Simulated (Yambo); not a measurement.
# GaAs (F-43m) in Yambo: notebook

The runs below take GaAs through optical spectrum, with PBEsol, PBE.

Program: Yambo 5.3.0. These are calculated values, not measurements. Logs are shortened: lines on timing, memory, paths and dates and some standing lists are left out, and cuts for length are marked.

**The experiment to reproduce.**

“Evidence of valence band perturbations in GaAsN/GaAs(001): A combined variable-angle spectroscopic ellipsometry and modulated photoreflectance investigation”, 2008, arxiv:0805.2212 reports, for a bulk crystal of GaAs at 300 K: band gap 1.412 ± 0.01 eV (direct); band gap 1.418 ± 0.005 eV (direct).

The runs below are set against these values where they give the same quantity.

**1. The structure**

It takes space group F-43m (No. 216, cubic). Conventional cell: a = 5.654 Å, b = 5.654 Å, c = 5.654 Å, α = 90.00°, β = 90.00°, γ = 90.00°. As (site symmetry -43m) has 4 Ga at 2.45 Å as nearest neighbours. Ga (site symmetry -43m) is surrounded by 4 As at 2.45 Å.

**2. Optical spectrum, PBEsol**

optics3.in

```
optics
chi
Chimod= "IP"
% BndsRnXd
 1 | 39 |
%
% LongDrXd
 0 | 1 | 0 |
%
% QpntsRXd
 1 | 1 |
%
% EnRngeXd
 0 | 30 | eV
%
% DmRngeXd
 0.1 | 0.1 | eV
%
ETStpsXd= 200
```

scf.in

```
&CONTROL
  calculation = 'scf'
  prefix = 'pwscf'
  outdir = './tmp'
  pseudo_dir = './pseudo'
/
&SYSTEM
  ibrav = 0
  nat = 2
  ntyp = 2
  ecutwfc = 84
  nbnd = 21
  occupations = 'smearing'
  smearing = 'fd'
  degauss = 0.00367493
  force_symmorphic = .true.
/
&ELECTRONS
  conv_thr = 4d-10
  electron_maxstep = 120
  mixing_beta = 0.5
/
ATOMIC_SPECIES
As    74.9216 As.upf
Ga    69.7230 Ga.upf
CELL_PARAMETERS angstrom
   0.0000000000    2.8268500000    2.8268500000
   2.8268500000    0.0000000000    2.8268500000
   2.8268500000    2.8268500000    0.0000000000
ATOMIC_POSITIONS angstrom
As     4.2402750000    4.2402750000    4.2402750000
Ga     0.0000000000    0.0000000000    0.0000000000
K_POINTS automatic
14 14 14 0 0 0
```

nscf.in

```
&CONTROL
  calculation = 'nscf'
  prefix = 'pwscf'
  outdir = './tmp'
  pseudo_dir = './pseudo'
/
&SYSTEM
  ibrav = 0
  nat = 2
  ntyp = 2
  ecutwfc = 84
  nbnd = 39
  occupations = 'fixed'
  force_symmorphic = .true.
/
&ELECTRONS
  conv_thr = 1d-08
  diago_full_acc = .true.
  diago_thr_init = 1d-06
/
ATOMIC_SPECIES
As    74.9216 As.upf
Ga    69.7230 Ga.upf
CELL_PARAMETERS angstrom
   0.0000000000    2.8268500000    2.8268500000
   2.8268500000    0.0000000000    2.8268500000
   2.8268500000    2.8268500000    0.0000000000
ATOMIC_POSITIONS angstrom
As     4.2402750000    4.2402750000    4.2402750000
Ga     0.0000000000    0.0000000000    0.0000000000
K_POINTS automatic
14 14 14 0 0 0
```

Potentials or basis: PseudoDojo 0.4.1 SR PBEsol standard.

The run is started by

```bash
> OMP_NUM_THREADS=1 pw.x -in scf.in > scf.out
> OMP_NUM_THREADS=1 pw.x -in nscf.in > nscf.out
> cd tmp/pwscf.save; p2y; mv SAVE ../..; cd ../..
> OMP_NUM_THREADS=1 yambo
> OMP_NUM_THREADS=1 yambo -F optics3.in -J optics3 -C optics3_out
```

Yambo's report:

```text
[... sections 02.01 to 02.04 as in the set-up run ...]

  [02.05] Energies & Occupations
  ==============================

  [X] === General ===
  [X] Electronic Temperature                        :  0.000000  0.000000 [eV K]
  [X] Bosonic    Temperature                        :  0.000000  0.000000 [eV K]
  [X] Finite Temperature mode                       : no
  [X] El. density                                   :  0.61975E+24 [cm-3]
  [X] Fermi Level                                   :  8.664045 [eV]

  [X] === Gaps and Widths ===
  [X] Conduction Band Min                           :  0.442392 [eV]
  [X] Valence Band Max                              :  0.000000 [eV]
  [X] Filled Bands                                  :  14
  [X] Empty Bands                                   :   15   39
  [X] Direct Gap                                    :  0.442392 [eV]
  [X] Direct Gap localized at k                     :  1
  [X] Indirect Gap                                  :  0.442392 [eV]
  [X] Indirect Gap between kpts                     :  1  1
  [X] Last valence band width                       :  3.345450 [eV]
  [X] 1st conduction band width                     :  3.726679 [eV]

 [03] Transferred momenta grid and indexing
 ==========================================

 IBZ Q-points                                      :  104
 BZ  Q-points                                      :  2744

 K/Q-points units:
 rlu = crystal or reduced units; cc = cartesian coordinates; iku = interal k-units

 Q [  1]        [rlu]:  0.000000  0.000000  0.000000
 Q [  2]        [rlu]:  0.19697E-17  0.19697E-17  0.71429E-01
 Q [  3]        [rlu]: -0.57807E-17 -0.57807E-17  0.14286
 Q [  4]        [rlu]: -0.41482E-17 -0.41482E-17  0.21429
 Q [  5]        [rlu]: -0.11561E-16 -0.11561E-16  0.28571
 Q [  6]        [rlu]:  0.60278E-17  0.60278E-17  0.35714
[... 42 lines left out ...]
 Q [ 49]        [rlu]:  0.37308E-17  0.35714      0.35714
 Q [ 50]        [rlu]:  0.78691E-17  0.35714      0.42857

 Remaining 54 points informations can be written running with -fatlog

 [04] Dipoles
 ============

  [04.01] Setup: observables and procedures
  =========================================

  [WF-Oscillators/G space/Transverse up loader] Normalization (few states)  min/max  :  0.79967E-17   1.0000

  [WR./optics3//ndb.dipoles]------------------------------------------------------
   Brillouin Zone Q/K grids (IBZ/BZ)                :   104  2744   104  2744
   RL vectors                                       :   5029 [WF]
   Fragmentation                                    : yes
   Electronic Temperature                           :  0.000000 [K]
   Bosonic    Temperature                           :  0.000000 [K]
   DIP band range                                   :    1   39
   DIP band range limits                            :  14  15
   DIP e/h energy range                             : -1.000000 -1.000000 [eV]
   RL vectors in the sum                            :   5029
   [r,Vnl] included                                 : yes
   Bands ordered                                    : yes
[... 7 lines left out ...]
  [WARNING] In case H contains other non local terms, these are neglected

 [05] Optics
 ===========

 [X-CG] R(p) Tot o/o(of R):    27426   960400      100
```

Wall time 4.7 min (1 thread of Intel Xeon Platinum 8259CL at 2.50GHz (Skylake/Cascade Lake), shared host); peak memory 0.36 GiB.

Results:

- Band gap on the k mesh, mean-field level: 0.44 eV, direct
- Absorption peak: 4.07 eV
- Electronic dielectric constant along the field: 18.42

Dielectric function (along the field direction of the input):
```
energy (eV)  real part  imaginary part
       0.30      20.26            3.86
       0.75      13.42            1.62
       1.21      17.86            3.81
       1.81      19.67            7.74
       2.26      13.37           10.54
       2.71      13.33           12.55
       3.32      12.16           13.38
       3.77      14.30           18.03
       4.22      -1.53           26.80
       4.82      -8.90           12.74
       5.28      -4.76            8.07
       5.73      -3.79           10.23
       6.33      -6.77            6.28
       6.78      -4.98            3.68
       7.24      -3.69            3.67
       7.84      -3.31            2.90
       8.29      -2.55            1.97
       8.74      -2.59            2.30
       9.35      -1.76            1.71
       9.80      -2.10            1.22
      10.25      -1.37            1.00
      10.85      -1.40            0.95
      11.31      -1.20            0.72
      11.76      -0.94            0.66
      12.36      -0.78            0.56
      12.81      -0.55            0.49
      13.27      -0.44            0.45
      13.87      -0.31            0.42
      14.32      -0.23            0.33
      14.77      -0.11            0.30
      15.38       0.01            0.29
      15.83       0.05            0.26
      16.28       0.18            0.28
      16.88       0.25            0.30
      17.34       0.25            0.32
      17.79       0.30            0.24
      18.39       0.37            0.24
      18.84       0.50            0.34
      19.30       0.37            0.32
      19.90       0.44            0.31
```

Energy-loss function:
| energy (eV) | loss |
| --- | --- |
| 0.0 | 0.004 |
| 1.4 | 0.018 |
| 2.6 | 0.040 |
| 3.9 | 0.036 |
| 5.3 | 0.092 |
| 6.5 | 0.079 |
| 7.8 | 0.150 |
| 9.2 | 0.226 |
| 10.4 | 0.361 |
| 11.8 | 0.504 |
| 13.1 | 1.033 |
| 14.3 | 2.013 |
| 15.7 | 3.268 |
| 16.9 | 1.939 |
| 18.2 | 1.285 |
| 19.6 | 1.187 |
| 20.8 | 1.292 |
| 22.2 | 0.760 |
| 23.5 | 0.464 |
| 24.7 | 0.352 |
| 26.1 | 0.281 |
| 27.4 | 0.343 |
| 28.6 | 0.313 |
| 30.0 | 0.187 |

Caveat: independent-particle spectra lack excitons.

**3. Optical spectrum, PBEsol**

optics4.in

```
optics
chi
Chimod= "HARTREE"
% BndsRnXd
 1 | 39 |
%
NGsBlkXd= 4 Ry
% LongDrXd
 1 | 1 | 0 |
%
% QpntsRXd
 1 | 1 |
%
% EnRngeXd
 0 | 15 | eV
%
% DmRngeXd
 0.3 | 0.3 | eV
%
ETStpsXd= 150
```

scf.in is that of step 2.

nscf.in is that of step 2.

Potentials or basis: PseudoDojo 0.4.1 SR PBEsol standard.

The run is started by

```bash
> OMP_NUM_THREADS=1 pw.x -in scf.in > scf.out
> OMP_NUM_THREADS=1 pw.x -in nscf.in > nscf.out
> cd tmp/pwscf.save; p2y; mv SAVE ../..; cd ../..
> OMP_NUM_THREADS=1 yambo
> OMP_NUM_THREADS=1 yambo -F optics4.in -J optics4 -C optics4_out
```

Yambo's report:

```text
[... sections 02.01 to 02.04 as in the set-up run ...]

  [02.05] Energies & Occupations
  ==============================

  [X] === General ===
  [X] Electronic Temperature                        :  0.000000  0.000000 [eV K]
  [X] Bosonic    Temperature                        :  0.000000  0.000000 [eV K]
  [X] Finite Temperature mode                       : no
  [X] El. density                                   :  0.61975E+24 [cm-3]
  [X] Fermi Level                                   :  8.664045 [eV]

  [X] === Gaps and Widths ===
  [X] Conduction Band Min                           :  0.442392 [eV]
  [X] Valence Band Max                              :  0.000000 [eV]
  [X] Filled Bands                                  :  14
  [X] Empty Bands                                   :   15   39
  [X] Direct Gap                                    :  0.442392 [eV]
  [X] Direct Gap localized at k                     :  1
  [X] Indirect Gap                                  :  0.442392 [eV]
  [X] Indirect Gap between kpts                     :  1  1
  [X] Last valence band width                       :  3.345450 [eV]
  [X] 1st conduction band width                     :  3.726679 [eV]

 [03] Transferred momenta grid and indexing
 ==========================================

 IBZ Q-points                                      :  104
 BZ  Q-points                                      :  2744

 K/Q-points units:
 rlu = crystal or reduced units; cc = cartesian coordinates; iku = interal k-units

 Q [  1]        [rlu]:  0.000000  0.000000  0.000000
 Q [  2]        [rlu]:  0.19697E-17  0.19697E-17  0.71429E-01
 Q [  3]        [rlu]: -0.57807E-17 -0.57807E-17  0.14286
 Q [  4]        [rlu]: -0.41482E-17 -0.41482E-17  0.21429
 Q [  5]        [rlu]: -0.11561E-16 -0.11561E-16  0.28571
 Q [  6]        [rlu]:  0.60278E-17  0.60278E-17  0.35714
[... 42 lines left out ...]
 Q [ 49]        [rlu]:  0.37308E-17  0.35714      0.35714
 Q [ 50]        [rlu]:  0.78691E-17  0.35714      0.42857

 Remaining 54 points informations can be written running with -fatlog

 [04] Dipoles
 ============

  [04.01] Setup: observables and procedures
  =========================================

  [WF-Oscillators/G space/Transverse up loader] Normalization (few states)  min/max  :  0.79967E-17   1.0000

  [WR./optics4//ndb.dipoles]------------------------------------------------------
   Brillouin Zone Q/K grids (IBZ/BZ)                :   104  2744   104  2744
   RL vectors                                       :   5029 [WF]
   Fragmentation                                    : yes
   Electronic Temperature                           :  0.000000 [K]
   Bosonic    Temperature                           :  0.000000 [K]
   DIP band range                                   :    1   39
   DIP band range limits                            :  14  15
   DIP e/h energy range                             : -1.000000 -1.000000 [eV]
   RL vectors in the sum                            :   5029
   [r,Vnl] included                                 : yes
   Bands ordered                                    : yes
[... 7 lines left out ...]
  [WARNING] In case H contains other non local terms, these are neglected

 [05] Optics
 ===========

 [X-CG] R(p) Tot o/o(of R):    27426   960400      100
```

Wall time 6.1 min (1 thread of Intel Xeon Platinum 8259CL at 2.50GHz (Skylake/Cascade Lake), shared host); peak memory 1.2 GiB.

Results:

- Band gap on the k mesh, mean-field level: 0.44 eV, direct
- Absorption peak: 4.23 eV
- Electronic dielectric constant along the field: 15.79
- Electronic dielectric constant along the field, independent particles: 17.13

Dielectric function (along the field direction of the input):
```tsv
energy (eV)	real part	imaginary part
0.30	15.28	4.25
0.81	12.94	3.19
1.31	14.10	4.19
1.81	15.30	6.96
2.32	12.15	10.00
2.82	10.06	10.66
3.32	9.31	11.27
3.83	8.75	14.01
4.33	1.97	17.00
4.83	-3.24	13.04
5.34	-3.15	8.57
5.84	-2.54	8.03
6.34	-4.05	6.56
6.85	-3.58	4.36
7.35	-2.85	3.56
7.85	-2.53	3.03
8.36	-2.08	2.36
8.86	-1.82	2.20
9.36	-1.56	1.87
9.87	-1.53	1.56
10.37	-1.19	1.30
10.87	-1.09	1.17
11.38	-0.94	0.95
11.88	-0.75	0.80
12.38	-0.60	0.69
12.89	-0.44	0.59
13.39	-0.31	0.53
13.89	-0.19	0.49
14.40	-0.11	0.43
15.00	0.01	0.38
```

Caveat: these spectra lack excitons.

[end of part 1 of 2]
